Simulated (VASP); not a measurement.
# Ir (Fm-3m) in VASP: notebook, part 2 of 2

VASP 6.6.1. The steps go on from the part before.

## (3) Relaxation of cell and atoms, PBE

This run uses another cell than the first one, of 14.53 Å³/atom, 1.034 times its volume.

Input file INCAR:

```
PREC     = Accurate       # precision mode
ENCUT    = 600            # plane-wave cutoff, eV
EDIFF    = 1E-7           # SCF threshold, eV
ISMEAR   = 1              # smearing method
SIGMA    = 0.1            # smearing width, eV
LREAL    = F              # projectors in reciprocal space
LASPH    = T              # aspherical terms in the spheres
NELM     = 80             # most SCF steps
ALGO     = Normal         # electronic algorithm
ISIF     = 3              # what is computed and relaxed
LWAVE    = F              # write WAVECAR
LCHARG   = F              # write CHGCAR
GGA      = PE             # functional
IBRION   = 2              # ionic algorithm
NSW      = 90             # ionic steps
EDIFFG   = -0.005         # ionic threshold
KPAR     = 2
```

Input file KPOINTS:

```
Automatic mesh
0
Gamma
  16 16 16
```

Input file POSCAR:

```
Ir                                      
1.0
   -0.0000000000      1.9369071725      1.9369071725
    1.9369071725      0.0000000000      1.9369071725
    1.9369071725      1.9369071725      0.0000000000
  Ir            
     1
Direct
     0.0000000000000000    0.0000000000000000    0.0000000000000000
```

Potentials or basis: VASP PAW PBE potentials, release 64 (Ir).

Launch:

```
cat potpaw_PBE.64/Ir/POTCAR > POTCAR
mpirun -np 2 vasp_std > vasp.out
```

Run time: 15 s. Hardware: 2 MPI ranks of Intel Xeon Platinum 8488C (Sapphire Rapids), shared host; peak memory 0.15 GiB.

The run converged. Its results:

| Property | Result |
| --- | --- |
| Free energy | -8.8412 eV |
| Pressure after relaxing | 0.0 GPa |
| Band gap on the k mesh | none (metal or under the smearing width) |

Final structure:
```
Ir
1.0
     0.00000    1.93691    1.93691
     1.93691    0.00000    1.93691
     1.93691    1.93691    0.00000
Ir
1
Cartesian
  0.0000 0.0000 0.0000
```

Levels at points of the mesh, in eV from the Fermi level:
| k point | band 1 | band 2 | band 3 | band 4 | band 5 | band 6 | band 7 | band 8 |
| --- | --- | --- | --- | --- | --- | --- | --- | --- |
| (0.00, 0.00, 0.00) | -10.83 | -3.72 | -3.72 | -3.72 | -1.14 | -1.14 | 14.38 | 19.81 |
| (0.50, 0.00, 0.00) | -7.81 | -3.81 | -3.81 | -0.68 | 0.86 | 0.86 | 7.00 | 13.92 |
| (0.50, 0.50, 0.00) | -7.60 | -7.04 | 0.83 | 1.41 | 1.41 | 1.71 | 10.16 | 11.59 |

Caveat: the relaxation stopped at its first step, so nothing moved. Spin-orbit coupling is left out, which matters for the levels of Ir.

## (4) Relaxation of cell and atoms, PBE

Input file INCAR:

```
SYSTEM = Ir
ALGO = Normal
EDIFF = 1E-6
EDIFFG = -0.01
ENCUT = 600
GGA = PE
IBRION = 2
ISIF = 3
ISMEAR = 1
LASPH = .True.
LCHARG = .False.
LREAL = .False.
LWAVE = .False.
NELM = 80
NSW = 90
PREC = Accurate
SIGMA = 0.1
```

Input file KPOINTS:

```
k-points
0
Gamma
  16 16 16
  0 0 0
```

Input file POSCAR:

```
Ir
1.0
    0.0000000000      1.9156000000      1.9156000000
    1.9156000000      0.0000000000      1.9156000000
    1.9156000000      1.9156000000      0.0000000000
Ir
1
Direct
    0.0000000000      0.0000000000      0.0000000000
```

Launch:

```
cat potpaw_PBE.64/Ir/POTCAR > POTCAR
mpirun -np 1 vasp_std > vasp.out
```

It took 29 s on 1 thread of Intel Xeon Platinum 8488C (Sapphire Rapids), shared host; peak memory 0.16 GiB.

Results (log left out):

```yaml
Free_energy: -8.8411 eV
Relaxed_volume: 14.53 Å³/atom
Relaxed_cell: a = 2.739 Å, b = 2.739 Å, c = 2.739 Å, α = 60.00°, β = 60.00°, γ = 60.00°
Space_group_after_relaxing_to_0.05_Å: Fm-3m (No. 225)
Energy_gained_by_relaxing: 17.8 meV/atom
Ionic_steps: 4
Pressure_after_relaxing: -0.1 GPa
Band_gap_on_the_k_mesh: none (metal or under the smearing width)
```

Step by step:
```tsv
step	energy change (eV)	largest force (eV/Å)	pressure (GPa)	volume (Å³)
1	0.0000	0.0000	12.55	14.06
2	0.1900	0.0000	-31.03	16.42
3	-0.0178	0.0000	-0.63	14.56
4	-0.0178	0.0000	-0.07	14.53
```

Final structure:
```
CELL_PARAMETERS angstrom
0.00000 1.93691 1.93691
1.93691 0.00000 1.93691
1.93691 1.93691 0.00000
ATOMIC_POSITIONS crystal
Ir 0.00000 0.00000 0.00000
```

Levels at points of the mesh, in eV from the Fermi level:
```csv
k point,band 1,band 2,band 3,band 4,band 5,band 6,band 7,band 8
"(0.00, 0.00, 0.00)",-10.83,-3.72,-3.72,-3.72,-1.14,-1.14,14.38,19.81
"(0.50, 0.00, 0.00)",-7.81,-3.81,-3.81,-0.68,0.86,0.86,7.00,13.92
"(0.50, 0.50, 0.00)",-7.60,-7.04,0.83,1.41,1.41,1.71,10.16,11.59
```

## (5) Relaxation of cell and atoms, PBE

This run uses another cell than the first one, of 14.53 Å³/atom, 1.034 times its volume.

INCAR, as its differences from that of step 4:

```diff
@@ -2,4 +2,4 @@
 ALGO = Normal
-EDIFF = 1E-6
-EDIFFG = -0.01
+EDIFF = 1E-7
+EDIFFG = -0.005
 ENCUT = 600
```

KPOINTS is that of step 4.

Input file POSCAR:

```
Ir                                      
1.0
    0.0000000000      1.9369071726      1.9369071726
    1.9369071726     -0.0000000000      1.9369071726
    1.9369071726      1.9369071726      0.0000000000
  Ir            
     1
Direct
     0.0000000000000000    0.0000000000000000    0.0000000000000000
```

Launch:

```
cat potpaw_PBE.64/Ir/POTCAR > POTCAR
mpirun -np 1 vasp_std > vasp.out
```

Run time: 12 s. Hardware: 1 thread of Intel Xeon Platinum 8488C (Sapphire Rapids), shared host; peak memory 0.16 GiB.

The run converged. Its results:

```
Free energy             : -8.8412 eV
Pressure after relaxing : 0.0 GPa
Band gap on the k mesh  : none (metal or under the smearing width)
```

Final structure:
```
Ir
1.0
     0.00000    1.93691    1.93691
     1.93691    0.00000    1.93691
     1.93691    1.93691    0.00000
Ir
1
Direct
  0.00000 0.00000 0.00000
```

Levels at points of the mesh, in eV from the Fermi level:
| k point | band 2 | band 3 | band 4 | band 5 | band 6 | band 7 |
| --- | --- | --- | --- | --- | --- | --- |
| (0.00, 0.00, 0.00) | -3.72 | -3.72 | -3.72 | -1.14 | -1.14 | 14.38 |
| (0.50, 0.00, 0.00) | -3.81 | -3.81 | -0.68 | 0.86 | 0.86 | 7.00 |
| (0.50, 0.50, 0.00) | -7.04 | 0.83 | 1.41 | 1.41 | 1.71 | 10.16 |

Caveat: the relaxation stopped at its first step, so nothing moved. Spin-orbit coupling is left out, which matters for the levels of Ir.

## (6) Relaxation of cell and atoms, PBEsol

Input file INCAR:

```
SYSTEM = Ir
PREC = Accurate
ENCUT = 600
EDIFF = 1E-6
ISMEAR = 1
SIGMA = 0.1
LREAL = .FALSE.
LASPH = .TRUE.
NELM = 80
ALGO = Normal
ISIF = 3
LWAVE = .FALSE.
LCHARG = .FALSE.
GGA = PS
IBRION = 2
NSW = 90
EDIFFG = -0.01
KPAR = 2
```

Input file KPOINTS:

```
Automatic mesh
0
G
  16 16 16
  0 0 0
```

Input file POSCAR:

```
Ir
1.0
    0.0000000000      1.9156000000      1.9156000000
    1.9156000000      0.0000000000      1.9156000000
    1.9156000000      1.9156000000      0.0000000000
Ir
1
Direct
    0.0000000000      0.0000000000      0.0000000000
```

Potentials or basis: VASP PAW PBE potentials, release 64 (Ir).

Launch:

```
cat potpaw_PBE.64/Ir/POTCAR > POTCAR
mpirun -np 2 vasp_std > vasp.out
```

OUTCAR:

```text
SYSTEM = Ir
   PREC = Accurate
   ENCUT = 600
   EDIFF = 1E-6
   ISMEAR = 1
   LREAL = .FALSE.
   LASPH = .TRUE.
   NELM = 80
   ISIF = 3
   GGA = PS
   IBRION = 2
   NSW = 90
   EDIFFG = -0.01

 ion  position               nearest neighbor table
   1  0.000  0.000  0.000-

  LATTYP: Found a face centered cubic cell.
 ALAT       =     3.8312000000

  Lattice vectors:

 A1 = (   0.0000000000,   1.9156000000,   1.9156000000)
 A2 = (   1.9156000000,   0.0000000000,   1.9156000000)
 A3 = (   1.9156000000,   1.9156000000,   0.0000000000)

Analysis of symmetry for initial positions (statically):
=====================================================================
 Subroutine PRICEL returns:
 Original cell was already a primitive cell.

 Routine SETGRP: Setting up the symmetry group for a
 face centered cubic supercell.

 Subroutine GETGRP returns: Found 48 space group operations
 (whereof 48 operations were pure point group operations)
 out of a pool of 48 trial point group operations.

The static configuration has the point symmetry O_h .

Analysis of symmetry for dynamics (positions and initial velocities):
=====================================================================
 Subroutine PRICEL returns:
 Original cell was already a primitive cell.
[... 167 lines left out ...]
  external PRESSURE =      10.3753712 kB  Pullay stress =       0.0000000 kB
[... 57 lines left out ...]
--------------------------------------- Ionic step        3  -------------------------------------------

 number of electron       9.0000000 magnetization

 Free energy of the ion-electron system (eV)
  ---------------------------------------------------
  ext. energy  EPLUGINS =         0.00000000
  ---------------------------------------------------
  free energy    TOTEN  =        -9.80953147 eV

  energy without entropy =       -9.80926345  energy(sigma->0) =       -9.80944213

 E-fermi :  10.3085     XC(G=0): -14.1217

 val. band max:       10.3048205552   @ k =   0.3750   0.0625   0.0000
 cond. band min:      10.3111830236   @ k =   0.3125   0.2500   0.0625
 fundamental gap:      0.0063624684
 Fermi energy:        10.3084566349

 k-point     1 :       0.0000    0.0000    0.0000
  band No.  band energies     occupation
      1      -0.9216      2.00000
      2       6.3890      2.00000
      3       6.3890      2.00000
      4       6.3890      2.00000
      5       9.1220      2.00000
      6       9.1220      2.00000
      7      24.6190      0.00000
      8      30.2155      0.00000
[... 243 lines left out ...]
 k-point    24 :      -0.0625    0.0625    0.0000
  band No.  band energies     occupation
      1      -0.4626      2.00000
      2       6.1257      2.00000
      3       6.5709      2.00000
      4       6.6239      2.00000
      5       8.8613      2.00000
      6       9.1477      2.00000
      7      25.4015      0.00000
      8      28.4730      0.00000

 [... further k-points ...]

------------------------ aborting loop because EDIFF is reached ----------------------------------------

  FORCE on cell =-STRESS in cart. coord.  units (eV):
  Direction    XX          YY          ZZ          XY          YZ          ZX
  --------------------------------------------------------------------------------------
  -------------------------------------------------------------------------------------
  Total       -0.0019179     -0.0019179     -0.0019179     -0.0000000     -0.0000000      0.0000000
  in kB       -0.2179994     -0.2179994     -0.2179994     -0.0000000     -0.0000000      0.0000000
  external PRESSURE =      -0.2179994 kB  Pullay stress =       0.0000000 kB
[... 16 lines left out ...]
  FREE ENERGIE OF THE ION-ELECTRON SYSTEM (eV)
  ---------------------------------------------------
  free  energy   TOTEN  =        -9.8095314739 eV

  energy  without entropy=       -9.8092634456  energy(sigma->0) =       -9.80944213

 reached required accuracy - stopping structural energy minimisation
```

It took 8.7 s on 2 MPI ranks of Intel Xeon 6975P-C (Granite Rapids), shared host; peak memory 0.15 GiB.

Results:

| Item | Value |
| --- | --- |
| Free energy | -9.8095 eV |
| Relaxed volume | 14.10 Å³/atom |
| Relaxed cell | a = 2.711 Å, b = 2.711 Å, c = 2.711 Å, α = 60.00°, β = 60.00°, γ = 60.00° |
| Space group after relaxing (to 0.05 Å) | Fm-3m (No. 225) |
| Energy gained by relaxing | 0.1 meV/atom |
| Ionic steps | 3 |
| Pressure after relaxing | 0.0 GPa |
| Band gap on the k mesh | none (metal or under the smearing width) |

The path:
```
step  energy change (eV)  largest force (eV/Å)  pressure (GPa)  volume (Å³)
   1              0.0000                0.0000            1.04        14.06
   2              0.0018                0.0000           -3.97        14.24
   3             -0.0001                0.0000           -0.02        14.10
```

Final structure:
```
Ir
1.0
     0.00000    1.91729    1.91729
     1.91729    0.00000    1.91729
     1.91729    1.91729    0.00000
Ir
1
Direct
  0.00000 0.00000 0.00000
```

Levels at points of the mesh, in eV from the Fermi level:
```tsv
k point	band 1	band 2	band 3	band 4	band 5	band 6	band 7	band 8
(0.00, 0.00, 0.00)	-11.23	-3.92	-3.92	-3.92	-1.19	-1.19	14.31	19.91
(0.50, 0.00, 0.00)	-8.18	-4.02	-4.02	-0.83	0.92	0.92	7.27	13.84
(0.50, 0.50, 0.00)	-7.98	-7.40	0.90	1.50	1.50	1.65	10.52	11.68
```

Caveat: the PAW data sets were made with another functional, which shifts forces and pressure a little.
